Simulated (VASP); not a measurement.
Set up this calculation in VASP 6.6.1, as the native input.

```yaml
Task: relaxation of the atoms
Functional: PBEsol
Potentials_or_basis: VASP PAW PBE potentials, release 64 (Be, C, H)
Cutoff: 520 eV
k_mesh: 5 × 4 × 1
Occupations: fermi-dirac, width 0.15 eV
Spin: no spin polarisation
Dipole_correction: no
Atoms_held_fixed_from_0: "[0, 1, 2, 3, 4, 5]"
Further_INCAR_settings: LREAL = Auto; ALGO = Fast; EDIFF = 1e-06; IBRION = 2; EDIFFG = -0.03; NSW = 80
```

The structure of Be18H4C lies in POSCAR:

```
Be18H4C
1.0
    4.5800000000      0.0000000000      0.0000000000
    3.4350000000      5.9495950000      0.0000000000
    0.0000000000      0.0000000000     16.5884300000
Be C H
18 1 4
Selective dynamics
Direct
    0.0000000000      0.0000000000      0.0602830000  F F F
    0.5000000000      0.0000000000      0.0602830000  F F F
    0.0000000000      0.3333333000      0.0602830000  F F F
    0.5000000000      0.3333333000      0.0602830000  F F F
    0.0000000000      0.6666667000      0.0602830000  F F F
    0.5000000000      0.6666667000      0.0602830000  F F F
   -0.1666667000      0.2222222000      0.1684436000  T T T
    0.3333333000      0.2222222000      0.1684436000  T T T
   -0.1666667000      0.5555556000      0.1684436000  T T T
    0.3333333000      0.5555556000      0.1684436000  T T T
   -0.1666667000      0.8888889000      0.1684436000  T T T
    0.3333333000      0.8888889000      0.1684436000  T T T
    0.0000000000      0.0000000000      0.2766042000  T T T
    0.5000000000      0.0000000000      0.2766042000  T T T
    0.0000000000      0.3333333000      0.2766042000  T T T
    0.5000000000      0.3333333000      0.2766042000  T T T
    0.0000000000      0.6666667000      0.2766042000  T T T
    0.5000000000      0.6666667000      0.2766042000  T T T
    0.5122591000      0.6617373000      0.4261060000  T T T
    0.2593265000      0.7120893000      0.4044042000  T T T
    0.6907770000      0.4931938000      0.4044042000  T T T
    0.5891294000      0.7794400000      0.4044042000  T T T
    0.5122591000      0.6617373000      0.4918145000  T T T
```

The cell was built by a generator and needn't be a form met in nature.

The input as run:

INCAR

```
SYSTEM = Be18H4C
PREC = Accurate
ENCUT = 520
EDIFF = 1E-6
ISMEAR = -1
SIGMA = 0.15
LREAL = Auto
LASPH = .True.
NELM = 100
ALGO = Fast
ISIF = 2
LWAVE = .False.
LCHARG = .False.
GGA = PS
IBRION = 2
NSW = 80
EDIFFG = -0.03
```

KPOINTS

```
regular mesh
0
Gamma
  5 4 1
  0 0 0
```

Potentials or basis: VASP PAW PBE potentials, release 64 (Be, C, H).

The run is started by

```console
$ cat potpaw_PBE.64/Be/POTCAR potpaw_PBE.64/C/POTCAR potpaw_PBE.64/H/POTCAR > POTCAR
$ mpirun -np 1 vasp_std > vasp.out
```

It gave:

```
Energy gained by relaxing : 24.7 meV/atom
Ionic steps               : 52
Band gap on the k mesh    : none (metal or under the smearing width)
```

Wall time 82 min on 1 thread of AMD EPYC 9R14 (Zen 4) (shared host), peak memory 0.63 GiB.
